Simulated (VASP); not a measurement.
# LiF (Griceite) (Fm-3m) in VASP: notebook, part 2 of 2

VASP 6.6.1. The steps go on from the part before.

## 3. Phonons, PBE

This run uses another cell than the first one, of 8.31 Å³/atom, 1.040 times its volume.

The input, POSCAR:

```
LiF
1.0
    0.0000000000      2.0254491992      2.0254491992
    2.0254491992      0.0000000000      2.0254491992
    2.0254491992      2.0254491992      0.0000000000
  Li              F
     1     1
Direct
     0.0000000000000000    0.0000000000000000    0.0000000000000000
     0.5000000000000000    0.5000000000000000    0.5000000000000000
```

The input, INCAR.step1:

```
SYSTEM = LiF
  ALGO = Fast
  EDIFF = 1E-8
  EDIFFG = -0.002
  ENCUT = 600
  GGA = PE
  IBRION = 2
  ISIF = 3
  ISMEAR = 0
  LASPH = .True.
  LCHARG = .False.
  LREAL = .False.
  LWAVE = .False.
  NELM = 80
  NSW = 40
  PREC = Accurate
  SIGMA = 0.03
```

The input, INCAR.step2:

```
SYSTEM = LiF
  ALGO = Fast
  EDIFF = 1E-8
  ENCUT = 600
  GGA = PE
  IBRION = 6
  ISIF = 2
  ISMEAR = 0
  LASPH = .True.
  LCHARG = .False.
  LREAL = .False.
  LWAVE = .False.
  NELM = 80
  NFREE = 2
  NSW = 1
  POTIM = 0.015
  PREC = Accurate
  SIGMA = 0.03
```

The input, KPOINTS:

```
k-points
0
Gamma
  12 12 12
  0 0 0
```

Potentials or basis: VASP PAW PBE potentials, release 64 (Li_sv, F).

On the command line:

```console
$ cat potpaw_PBE.64/Li_sv/POTCAR potpaw_PBE.64/F/POTCAR > POTCAR
$ cp INCAR.step1 INCAR
$ mpirun -np 1 vasp_std > vasp.out
$ cp CONTCAR POSCAR
$ cp INCAR.step2 INCAR
$ mpirun -np 1 vasp_std > vasp.out
```

OUTCAR:

```text
SYSTEM = LiF
   EDIFF = 1E-8
   ENCUT = 600
   GGA = PE
   IBRION = 6
   ISIF = 2
   ISMEAR = 0
   LASPH = .True.
   LREAL = .False.
   NELM = 80
   NFREE = 2
   NSW = 1
   POTIM = 0.015
   PREC = Accurate

 ion  position               nearest neighbor table
   1  0.000  0.000  0.000-   2 2.03   2 2.03   2 2.03   2 2.03   2 2.03   2 2.03
   2  0.500  0.500  0.500-   1 2.03   1 2.03   1 2.03   1 2.03   1 2.03   1 2.03

  LATTYP: Found a face centered cubic cell.
 ALAT       =     4.0528388607

  Lattice vectors:

 A1 = (   0.0000000000,   2.0264194304,   2.0264194304)
 A2 = (   2.0264194304,   0.0000000000,   2.0264194304)
 A3 = (   2.0264194304,   2.0264194304,   0.0000000000)

Analysis of symmetry for initial positions (statically):
=====================================================================
 Subroutine PRICEL returns:
 Original cell was already a primitive cell.

 Routine SETGRP: Setting up the symmetry group for a
 face centered cubic supercell.

 Subroutine GETGRP returns: Found 48 space group operations
 (whereof 48 operations were pure point group operations)
 out of a pool of 48 trial point group operations.

The static configuration has the point symmetry O_h .

Analysis of symmetry for dynamics (positions and initial velocities):
=====================================================================
 Subroutine PRICEL returns:
 Original cell was already a primitive cell.

 Routine SETGRP: Setting up the symmetry group for a
 face centered cubic supercell.

 Subroutine GETGRP returns: Found 48 space group operations
 (whereof 48 operations were pure point group operations)
 out of a pool of 48 trial point group operations.

The dynamic configuration has the point symmetry O_h .

 Subroutine INISYM returns: Found 48 space group operations
 (whereof 48 operations are pure point group operations),
 and found     1 'primitive' translations

----------------------------------------------------------------------------------------

                                     Primitive cell

  volume of cell :      16.6425

  direct lattice vectors                    reciprocal lattice vectors
     0.000000000  2.026419430  2.026419430    -0.246740627  0.246740627  0.246740627
     2.026419430  0.000000000  2.026419430     0.246740627 -0.246740627  0.246740627
     2.026419430  2.026419430  0.000000000     0.246740627  0.246740627 -0.246740627

  length of vectors
     2.865789841  2.865789841  2.865789841     0.427367302  0.427367302  0.427367302

  position of ions in fractional coordinates (direct lattice)
     0.000000000  0.000000000  0.000000000
     0.500000000  0.500000000  0.500000000

  ion indices of the primitive-cell ions
   primitive index   ion index
                 1           1
                 2           2

----------------------------------------------------------------------------------------

 KPOINTS: k-points

[... 103 lines left out ...]
  volume of cell :       16.64
 maximum number of plane-waves:       568
   NGX = 11   NGY = 11   NGZ = 11

--------------------------------------- Ionic step        1  -------------------------------------------

 number of electron      10.0000000 magnetization

 number of electron       9.9999991 magnetization

 Free energy of the ion-electron system (eV)
  ---------------------------------------------------
  ext. energy  EPLUGINS =         0.00000000
  ---------------------------------------------------
  free energy    TOTEN  =        -9.64282893 eV

  energy without entropy =       -9.64282893  energy(sigma->0) =       -9.64282893

------------------------ aborting loop because EDIFF is reached ----------------------------------------

  FORCE on cell =-STRESS in cart. coord.  units (eV):
  Direction    XX          YY          ZZ          XY          YZ          ZX
  --------------------------------------------------------------------------------------
  -------------------------------------------------------------------------------------
  Total        0.0015565      0.0015565      0.0015565      0.0000000      0.0000000     -0.0000000
  in kB        0.1498439      0.1498439      0.1498439      0.0000000      0.0000000     -0.0000000
  external PRESSURE =       0.1498439 kB  Pullay stress =       0.0000000 kB
[... 131 lines left out ...]
--------------------------------------- Ionic step        5  -------------------------------------------

 number of electron       9.9999994 magnetization

 Free energy of the ion-electron system (eV)
  ---------------------------------------------------
  ext. energy  EPLUGINS =         0.00000000
  ---------------------------------------------------
  free energy    TOTEN  =        -9.64266359 eV

  energy without entropy =       -9.64266359  energy(sigma->0) =       -9.64266359

 E-fermi :  -0.9042     XC(G=0):  -9.8937

 val. band max:       -1.1323387308   @ k =   0.0000   0.0000   0.0000
 cond. band min:       7.7937173741   @ k =   0.0000   0.0000   0.0000
 fundamental gap:      8.9260561050
 Fermi energy:        -0.9042465819

 k-point     1 :       0.0000    0.0000    0.0000
  band No.  band energies     occupation
      1     -42.0897      2.00000
      2     -21.0566      2.00000
      3      -1.1327      2.00000
      4      -1.1323      2.00000
      5      -1.1323      2.00000
      6       7.7937      0.00000
      7      22.5726      0.00000
      8      22.5738      0.00000
      9      22.6079      0.00000
[... 265 lines left out ...]
 k-point    24 :      -0.4167    0.1667    0.0000
  band No.  band energies     occupation
      1     -42.0315      2.00000
      2     -20.5692      2.00000
      3      -3.4532      2.00000
      4      -2.0310      2.00000
      5      -1.4734      2.00000
      6      10.6073      0.00000
      7      14.6959      0.00000
      8      17.7099      0.00000
      9      17.8835      0.00000

 [... further k-points ...]
[... 5 lines left out ...]
  --------------------------------------------------------------------------------------
  -------------------------------------------------------------------------------------
  Total        0.0050582      0.0014452      0.0014452      0.0000000     -0.0000000      0.0000000
  in kB        0.4869568      0.1391300      0.1391300      0.0000000     -0.0000000      0.0000000
  external PRESSURE =       0.2550722 kB  Pullay stress =       0.0000000 kB
[... 17 lines left out ...]
  FREE ENERGIE OF THE ION-ELECTRON SYSTEM (eV)
  ---------------------------------------------------
  free  energy   TOTEN  =        -9.6426635944 eV

  energy  without entropy=       -9.6426635944  energy(sigma->0) =       -9.64266359

 INTERNAL STRAIN TENSORS FROM DISPLACED ATOMS
 ============================================

 INTERNAL STRAIN TENSOR FOR ION    1 for displacements in x,y,z  (eV/Angst):
          X           Y           Z          XY          YZ          ZX
  --------------------------------------------------------------------------------
  x     0.00000     0.00000     0.00000     0.00000     0.00000     0.00000
  y     0.00000     0.00000     0.00000     0.00000     0.00000     0.00000
  z     0.00000     0.00000     0.00000     0.00000     0.00000     0.00000

 INTERNAL STRAIN TENSOR FOR ION    2 for displacements in x,y,z  (eV/Angst):
          X           Y           Z          XY          YZ          ZX
  --------------------------------------------------------------------------------
  x     0.00000     0.00000     0.00000     0.00000     0.00000     0.00000
  y     0.00000     0.00000     0.00000     0.00000     0.00000     0.00000
  z     0.00000     0.00000     0.00000     0.00000     0.00000     0.00000

 Eigenvectors and eigenvalues of the dynamical matrix
 ----------------------------------------------------

   1 f  =    8.444566 THz    53.058771 2PiTHz  281.680390 cm-1    34.923902 meV
             X         Y         Z           dx          dy          dz
      0.000000  0.000000  0.000000    -0.855549    0.000000    0.000000
      2.026419  2.026419  2.026419     0.517722    0.000000    0.000000
[... 21 lines left out ...]
   6 f/i=    0.014251 THz     0.089543 2PiTHz    0.475367 cm-1     0.058938 meV
             X         Y         Z           dx          dy          dz
      0.000000  0.000000  0.000000     0.000000    0.000000   -0.517722
      2.026419  2.026419  2.026419     0.000000    0.000000   -0.855549

 ELASTIC MODULI CONTR FROM IONIC RELAXATION (kBar)
 Direction    XX          YY          ZZ          XY          YZ          ZX
 --------------------------------------------------------------------------------
 XX           0.0000      0.0000      0.0000      0.0000      0.0000      0.0000
 YY           0.0000      0.0000      0.0000      0.0000      0.0000      0.0000
 ZZ           0.0000      0.0000      0.0000      0.0000      0.0000      0.0000
 XY           0.0000      0.0000      0.0000      0.0000      0.0000      0.0000
 YZ           0.0000      0.0000      0.0000      0.0000      0.0000      0.0000
 ZX           0.0000      0.0000      0.0000      0.0000      0.0000      0.0000
 --------------------------------------------------------------------------------
```

Run time: 72 s. Hardware: 1 thread of Intel Xeon Platinum 8559C (Emerald Rapids), shared host; peak memory 0.17 GiB.

Results:

- Relaxed volume: 8.32 Å³/atom
- Relaxed cell: a = 2.866 Å, b = 2.866 Å, c = 2.866 Å, α = 60.00°, β = 60.00°, γ = 60.00°
- Space group after relaxing (to 0.05 Å): Fm-3m (No. 225)
- Highest phonon frequency at Γ, LO-TO splitting left out: 282 cm⁻¹

Final structure:
```cif
data_structure
_symmetry_space_group_name_H-M 'P 1'
_symmetry_Int_Tables_number 1
_cell_length_a 2.8658
_cell_length_b 2.8658
_cell_length_c 2.8658
_cell_angle_alpha 60.000
_cell_angle_beta 60.000
_cell_angle_gamma 60.000
_cell_volume 16.64
loop_
_atom_site_label
_atom_site_type_symbol
_atom_site_fract_x
_atom_site_fract_y
_atom_site_fract_z
_atom_site_occupancy
Li1 Li 0.00000 0.00000 0.00000 1
F1 F 0.50000 0.50000 0.50000 1
```

Phonon frequencies in cm⁻¹ (negative: imaginary):
```csv
q point,frequencies
"(0.000, 0.000, 0.000)",0 0 0 282 282 282
```

Caveat: the cutoff is under 1.25 times the usual one of these potentials, so pressure, stress and relaxed cells hold a basis-set (Pulay) error.

## 4. Against experiment

Step 2. A measured high-frequency dielectric constant of LiF is 1.93 (a printed reference work, monograph); the calculated 2.09 misses it by +8.3 %.
